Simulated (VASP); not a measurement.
# Al (Im-3m) in VASP: notebook

One crystal, Al, is run at these levels: PBEsol; tasks: single point.

Program: VASP 6.6.1. These are calculated values, not measurements. Logs are shortened: lines on timing, memory, paths and dates and some standing lists are left out, and cuts for length are marked.

### 1 The structure

Symmetry: Im-3m, No. 229, cubic system. Conventional cell: a = 3.182 Å, b = 3.182 Å, c = 3.182 Å, α = 90.00°, β = 90.00°, γ = 90.00°. Al (site symmetry m-3m) has 8 Al at 2.76 Å as nearest neighbours.

This isn't the form of Al at room conditions, which is fcc.

### 2 Single point, PBEsol

File INCAR:

```
ADDGRID = F
ALGO = Normal
EDIFF = 1E-7
ENCUT = 250
GGA = PS
ISIF = 2
ISMEAR = 1
LASPH = T
LCHARG = F
LREAL = F
LWAVE = F
NELM = 100
PREC = Accurate
SIGMA = 0.15
```

File KPOINTS:

```
k-points
0
Gamma
  8 8 8
```

File POSCAR:

```
Al
1.0
   -1.5912186900      1.5912186900      1.5912186900
    1.5912186900     -1.5912186900      1.5912186900
    1.5912186900      1.5912186900     -1.5912186900
Al
1
Direct
    0.0000000000      0.0000000000      0.0000000000
```

Potentials or basis: VASP PAW PBE potentials, release 64 (Al).

Run with:

```console
> cat potpaw_PBE.64/Al/POTCAR > POTCAR
> mpirun -np 1 vasp_std > vasp.out
```

OUTCAR:

```text
EDIFF = 1E-7
   ENCUT = 250
   GGA = PS
   ISIF = 2
   ISMEAR = 1
   LASPH = T
   LREAL = F
   NELM = 100
   PREC = Accurate

 Found     29 irreducible k-points:

 Following reciprocal coordinates:
            Coordinates               Weight
  0.000000  0.000000  0.000000      1.000000
  0.125000  0.000000  0.000000     12.000000
  0.250000  0.000000  0.000000     12.000000
  0.375000  0.000000  0.000000     12.000000
  0.500000  0.000000  0.000000      6.000000
  0.125000  0.125000  0.000000     24.000000
   k-points           NKPTS =     29   k-points in BZ     NKDIM =     29   number of bands    NBANDS=      5
   number of dos      NEDOS =    301   number of ions     NIONS =      1
   total plane-waves  NPLWV =   2744
   dimension x,y,z NGX =    14 NGY =   14 NGZ =   14
   dimension x,y,z NGXF=    28 NGYF=   28 NGZF=   28
   ions per type =               1
   NGX,Y,Z   is equivalent  to a cutoff of   8.44,  8.44,  8.44 a.u.
   NGXF,Y,Z  is equivalent  to a cutoff of  16.89, 16.89, 16.89 a.u.
 SYSTEM =  unknown system
   PREC   = accura    normal or accurate (medium, high low for compatibility)
   ISTART =      0    job   : 0-new  1-cont  2-samecut
   ICHARG =      2    charge: 1-file 2-atom 10-const
   ISPIN  =      1    spin polarized calculation?
   LNONCOLLINEAR =      F non collinear calculations
   LSORBIT =      F    spin-orbit coupling
   LASPH  =      T    aspherical Exc in radial PAW
   ENCUT  =  250.0 eV  18.37 Ry    4.29 a.u.   3.55  3.55  3.55*2*pi/ulx,y,z
   NELM   =    100;   NELMIN=  2; NELMDL= -5     # of ELM steps
   EDIFF  = 0.1E-06   stopping-criterion for ELM
   LREAL  =      F    real-space projection
   EDIFFG = 0.1E-05   stopping-criterion for IOM
   NSW    =      0    number of steps for IOM
   IBRION =     -1    ionic relax: 0-MD 1-quasi-New 2-CG
   NFREE  =      0    steps in history (QN), initial steepest desc. (CG)
   ISIF   =      2    stress and relaxation
   ISYM   =      2    0-nonsym 1-usesym 2-fastsym
   POTIM  = 0.5000    time-step for ionic-motion
   TEBEG  =    0.0;   TEEND  =   0.0 temperature during run
   PSTRESS=    0.0 pullay stress
   NELECT =       3.0000    total number of electrons
   NUPDOWN=      -1.0000    fix difference up-down
   EMIN   =  10.00;   EMAX   =-10.00  energy-range for DOS
   EFERMI =   0.00;   METHOD = LEGACY
   ISMEAR =     1;   SIGMA  =   0.15  broadening in eV -4-tet -1-fermi 0-gaus
   EFERMI_NEDOS =   21; number of points for ismear=-14 and -15
   IALGO  =     38    algorithm
   IMIX   =      4    mixing-type and parameters
     AMIX     =   0.40;   BMIX     =  1.00
     AMIX_MAG =   1.60;   BMIX_MAG =  1.00
  volume/ion in A,a.u.               =      16.12       108.75
  Fermi-wavevector in a.u.,A,eV,Ry     =   0.934757  1.766435 11.888371  0.873771
  Thomas-Fermi vector in A             =   2.061595
   LORBIT       =      0    0 simple, 1 ext, 2 COOP (PROOUT), +10 PAW based schemes
   GGA     = PS    functional components
   LHFCALC =     F    Hartree Fock is set to
   AEXX    =    0.0000 exact exchange contribution
   IVDW    =     0    specifies the selected vdW correction
   LEPSILON=     F    determine dielectric tensor
   LRPA    =     F    only Hartree local field effects (RPA)
 non-spin polarized calculation
 Methfessel and Paxton  Order N= 1 SIGMA  =   0.15
  energy-cutoff  :      250.00
  volume of cell :       16.12
 maximum number of plane-waves:       152
   NGX =  7   NGY =  7   NGZ =  7

 number of electron       3.0000000 magnetization

 Free energy of the ion-electron system (eV)
  ---------------------------------------------------
  ext. energy  EPLUGINS =         0.00000000
  ---------------------------------------------------
  free energy    TOTEN  =        -3.94069297 eV

  energy without entropy =       -3.93707634  energy(sigma->0) =       -3.93948743

 E-fermi :   8.3522     XC(G=0): -10.3466

 val. band max:        8.3266091808   @ k =   0.2500   0.2500   0.1250
 cond. band min:       8.3696663311   @ k =  -0.3750   0.3750   0.1250
 fundamental gap:      0.0430571503
 Fermi energy:         8.3522152599

 k-point     1 :       0.0000    0.0000    0.0000
  band No.  band energies     occupation
      1      -3.0884      2.00000
      2      21.6652      0.00000
      3      21.6652      0.00000
      4      21.6652      0.00000
      5      23.2326      0.00000

 k-point     2 :       0.1250    0.0000    0.0000
  band No.  band energies     occupation
      1      -2.6323      2.00000
      2      17.7469      0.00000
      3      19.7525      0.00000
      4      20.2092      0.00000
      5      21.7350      0.00000

 k-point     3 :       0.2500    0.0000    0.0000
  band No.  band energies     occupation
      1      -1.2729      2.00000
      2      12.5696      0.00000
      3      17.9680      0.00000
      4      18.2510      0.00000
      5      19.8927      0.00000

 k-point     4 :       0.3750    0.0000    0.0000
  band No.  band energies     occupation
      1       0.9644      2.00000
      2       7.9543      2.00114
      3      16.8969      0.00000
      4      16.9834      0.00000
      5      18.7285      0.00000

 k-point     5 :       0.5000    0.0000    0.0000
  band No.  band energies     occupation
      1       3.7957      2.00000
      2       4.3233      2.00000
      3      16.5399      0.00000
      4      16.5459      0.00000
      5      18.3360      0.00000

 k-point     6 :       0.1250    0.1250    0.0000
  band No.  band energies     occupation
      1      -1.7245      2.00000
      2      15.1821      0.00000
      3      15.6201      0.00000
      4      18.5525      0.00000
      5      22.2029      0.00000

 [... further k-points ...]

------------------------ aborting loop because EDIFF is reached ----------------------------------------

  FORCE on cell =-STRESS in cart. coord.  units (eV):
  Direction    XX          YY          ZZ          XY          YZ          ZX
  --------------------------------------------------------------------------------------
  -------------------------------------------------------------------------------------
  Total        0.2691175      0.2691175      0.2691175     -0.0000000      0.0000000     -0.0000000
  in kB       26.7548757     26.7548757     26.7548757     -0.0000000      0.0000000     -0.0000000
  external PRESSURE =      26.7548757 kB  Pullay stress =       0.0000000 kB

 VOLUME and BASIS-vectors are now :
 -----------------------------------------------------------------------------
  energy-cutoff  :      250.00
  volume of cell :       16.12
      direct lattice vectors                 reciprocal lattice vectors
    -1.591218690  1.591218690  1.591218690     0.000000000  0.314224565  0.314224565
     1.591218690 -1.591218690  1.591218690     0.314224565  0.000000000  0.314224565
     1.591218690  1.591218690 -1.591218690     0.314224565  0.314224565  0.000000000

 POSITION                                       TOTAL-FORCE (eV/Angst)
 -----------------------------------------------------------------------------------
      0.00000      0.00000      0.00000         0.000000      0.000000     -0.000000
 -----------------------------------------------------------------------------------
    total drift:                               -0.000000     -0.000000     -0.000000

  FREE ENERGIE OF THE ION-ELECTRON SYSTEM (eV)
  ---------------------------------------------------
  free  energy   TOTEN  =        -3.9406929660 eV

  energy  without entropy=       -3.9370763432  energy(sigma->0) =       -3.93948743
```

Wall time 6.2 s (1 thread of Intel Xeon Platinum 8375C at 2.90GHz (Ice Lake), shared host); peak memory 0.1 GiB.

These settings aren't checked as converged: the numbers below hold their error.

Results:

* Free energy: -3.9407 eV
* Band gap on the k mesh: none (metal or under the smearing width)

Caveat: the cutoff is under 1.25 times the usual one of these potentials, so pressure, stress and relaxed cells hold a basis-set (Pulay) error; the PAW data sets were made with another functional, which shifts forces and pressure a little.

### 3 Single point, PBEsol

INCAR is that of step 2.

KPOINTS is that of step 2.

File POSCAR:

```
Al
1.0
   -1.5505220000      1.6151010000      1.5901740000
    1.5972310000     -1.6159030000      1.6376860000
    1.5218560000      1.5872370000     -1.5909760000
Al
1
Direct
   -0.0427450000     -0.0166940000     -0.0578530000
```

Potentials or basis: VASP PAW PBE potentials, release 64 (Al).

Run with:

```console
> cat potpaw_PBE.64/Al/POTCAR > POTCAR
> mpirun -np 1 vasp_std > vasp.out
```

It used 3.5 s of CPU time on 1 thread of Intel(R) Xeon(R) Platinum 8375C CPU @ 2.90GHz (Ice Lake) (shared host), which was overloaded at the time.

The run converged, but some of its settings lie outside the range that counts as converged, so its numbers aren't taken as properties of the crystal.

What came out:

```
Free energy            : -3.9468 eV
Band gap on the k mesh : none (metal or under the smearing width)
```

Caveat: the cutoff is under 1.25 times the usual one of these potentials, so pressure, stress and relaxed cells hold a basis-set (Pulay) error; the PAW data sets were made with another functional, which shifts forces and pressure a little.

### 4 Single point, PBEsol

Changes to INCAR since step 3:

```diff
@@ -3,3 +3,3 @@
 EDIFF = 1E-7
-ENCUT = 250
+ENCUT = 350
 GGA = PS
```

File KPOINTS:

```
k-points
0
Gamma
  7 7 7
```

File POSCAR:

```
Al
1.0
   -1.5912186900      1.5912186900      1.5912186900
    1.5912186900     -1.5912186900      1.5912186900
    1.5912186900      1.5912186900     -1.5912186900
Al
1
Direct
    0.0000000000      0.0000000000      0.0000000000
```

Run with:

```console
> cat potpaw_PBE.64/Al/POTCAR > POTCAR
> mpirun -np 1 vasp_std > vasp.out
```

Wall time 5.8 s (1 thread of Intel Xeon Platinum 8375C at 2.90GHz (Ice Lake), shared host); peak memory 0.11 GiB.

The run converged, but some of its settings lie outside the range that counts as converged, so its numbers aren't taken as properties of the crystal.

What came out:

* Free energy: -3.9647 eV
* Pressure: 1.8 GPa
* Band gap on the k mesh: none (metal or under the smearing width)

Caveat: the k mesh is coarse (spacing up to 0.40 Å⁻¹), so the values aren't converged; the PAW data sets were made with another functional, which shifts forces and pressure a little.

### 5 Single point, PBEsol

INCAR is that of step 4.

KPOINTS is that of step 4.

File POSCAR:

```
Al
1.0
   -1.5505220000      1.6151010000      1.5901740000
    1.5972310000     -1.6159030000      1.6376860000
    1.5218560000      1.5872370000     -1.5909760000
Al
1
Direct
   -0.0427450000     -0.0166940000     -0.0578530000
```

Run with:

```console
> cat potpaw_PBE.64/Al/POTCAR > POTCAR
> mpirun -np 1 vasp_std > vasp.out
```

Run time: 14 s. Hardware: 1 thread of Intel Xeon Platinum 8375C at 2.90GHz (Ice Lake), shared host; peak memory 0.11 GiB.

These settings aren't checked as converged: the numbers below hold their error.

What came out:

- Free energy: -3.9758 eV
- Pressure: 1.5 GPa
- Band gap on the k mesh: none (metal or under the smearing width)

Caveat: the k mesh is coarse (spacing up to 0.41 Å⁻¹), so the values aren't converged; the PAW data sets were made with another functional, which shifts forces and pressure a little.
